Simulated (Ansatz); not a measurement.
A one-shot G0W0 calculation of BP (zincblende) with the PAW code Ansatz, at the level G0W0@r2SCAN with 128 empty bands, a screening cutoff of 180 eV and a 6×6×6 mesh. The cell was relaxed beforehand with r2SCAN.

input.yaml:
```yaml
crystal:
  lattice:
    - [0.0, 2.2683156689, 2.2683156689]
    - [2.2683156689, 0.0, 2.2683156689]
    - [2.2683156689, 2.2683156689, 0.0]
  atoms:
    - { symbol: B, position: [0.0, 0.0, 0.0] }
    - { symbol: P, position: [0.25, 0.25, 0.25] }
kpoints:
  mp_grid: { grid: [6, 6, 6] }
hamiltonian:
  xc: r2scan
scf:
  occupations: { method: fixed }
gw:
  n_empty_bands: 128
  ecut_chi: 180
  qp_bands: [v2, c2]
  qp_kpoints: band_edges
  screening: { model: contour_deformation }
```

Wall time 30 s on 1 × NVIDIA H100 80GB HBM3 with 2 threads of AMD EPYC 7R13 Processor (Zen 3), with other jobs on the host, load about 1.5 per core; peak host memory 1.3 GiB.

The log, with set-up remarks and timings taken out:
```
Functional definition: r2SCAN
Crystal: 2 atoms, lattice volume = 23.342 Å³
Basis set: ecut = 500 eV, 609 PW (Γ)
Bands: 8, of which v1, the nominal top of the filled ones, is band 4 counted from 1 (3 counted from 0)
Symmetry: 24 space group operations
Space group: F-43m (ITA 216)
k-points: 16 of 216 (time reversal used)
preconditioner: auto → none  [insulator: Δε(μ)=1.455 eV  ℏωp=21.7 eV]
SCF 1 converged in 6 iterations: F = -916.670119 eV  dr2 = 3.51e-9
SCF converged after 6 iterations
Free energy (F): -916.670119 eV
Fermi energy:    9.252055 eV
--- G₀W₀: contour deformation, 7 samples at zero and on the imaginary axis and 1 off it, 216 q-points, 128 empty bands' worth ---
    ik  band        ε_KS         Σx   Σc(E_QP)       V_xc       Z   E_QP_lin       E_QP  E_QP is
     0     3      9.2521   -16.4754     1.0746   -14.8301  0.7990     8.6795     8.6813  root
     0     4      9.2521   -16.4754     1.0746   -14.8301  0.7990     8.6795     8.6813  root
     0     5     12.8519    -8.5654    -4.4937   -13.3408  0.7987    13.1342    13.1337  root
     0     6     12.8519    -8.5654    -4.4937   -13.3408  0.7987    13.1342    13.1337  root
     1     3      8.5436   -16.4867     1.2509   -14.6847  0.7962     7.9907     7.9925  root
     1     4      8.5436   -16.4867     1.2509   -14.6847  0.7962     7.9907     7.9925  root
     1     5     13.5737    -8.7215    -4.6917   -13.5693  0.7956    13.7300    13.7297  root
     1     6     13.8161    -8.4001    -4.7707   -13.4270  0.7929    14.0728    14.0723  root
     2     3      7.6880   -16.8561     1.6167   -14.6746  0.7911     7.1210     7.1232  root
     2     4      7.6880   -16.8561     1.6167   -14.6746  0.7911     7.1210     7.1232  root
     2     5     13.4772    -8.8728    -4.7985   -13.7730  0.7958    13.5790    13.5789  root
     2     6     14.3944    -7.5159    -4.9895   -12.7478  0.7925    14.6373    14.6367  root
     3     3      7.3795   -17.0354     1.7610   -14.7013  0.7893     6.8038     6.8064  root
     3     4      7.3795   -17.0354     1.7610   -14.7013  0.7893     6.8038     6.8064  root
     3     5     13.3587    -8.9585    -4.8046   -13.8562  0.7965    13.4518    13.4517  root
     3     6     14.2356    -7.1560    -4.9443   -12.3361  0.7960    14.4719    14.4714  root
     4     3      7.4140   -16.4776     1.5853   -14.3500  0.7907     6.8695     6.8717  root
     4     4      7.4140   -16.4776     1.5853   -14.3500  0.7907     6.8695     6.8717  root
     4     5     11.8946    -8.1481    -4.2939   -12.6341  0.8048    12.0869    12.0866  root
     4     6     15.4758    -8.3472    -5.2270   -13.7795  0.7793    15.6815    15.6811  root
     9     3      5.5520   -17.0670     2.3336   -14.1716  0.7758     4.9868     4.9902  root
     9     4      5.5520   -17.0670     2.3336   -14.1716  0.7758     4.9868     4.9902  root
     9     5     10.8111    -7.7531    -4.1222   -11.9767  0.8104    10.9125    10.9124  root
     9     6     12.8461    -6.3942    -4.6307   -11.0618  0.8099    12.8830    12.8830  root
    12     3      4.8916   -17.2905     2.5960   -14.1316  0.7693     4.3247     4.3286  root
    12     4      4.8916   -17.2905     2.5960   -14.1316  0.7693     4.3247     4.3286  root
    12     5     10.7499    -7.2330    -4.2005   -11.4982  0.8110    10.8147    10.8146  root
    12     6     11.1430    -7.1455    -4.2365   -11.4275  0.8158    11.1885    11.1885  root
```

The points are ik 0 = (0, 0, 0) (Γ), ik 1 = (0, 0, 1/6), ik 2 = (0, 0, 1/3), ik 3 = (0, 0, -1/2), ik 4 = (0, 1/6, 1/6), ik 9 = (0, 1/3, 1/3), ik 12 = (0, -1/2, -1/2); band 4 is the last filled one.

The quasiparticle gap on this mesh is 2.13 eV (Γ to k = (0, -1/2, -1/2)), against 1.50 eV from r2SCAN: +0.63 eV. Renormalisation factors Z lie between 0.77 and 0.82. G0W0 values are finite-basis, finite-mesh values.

Calculated for a static, non-magnetic cell.
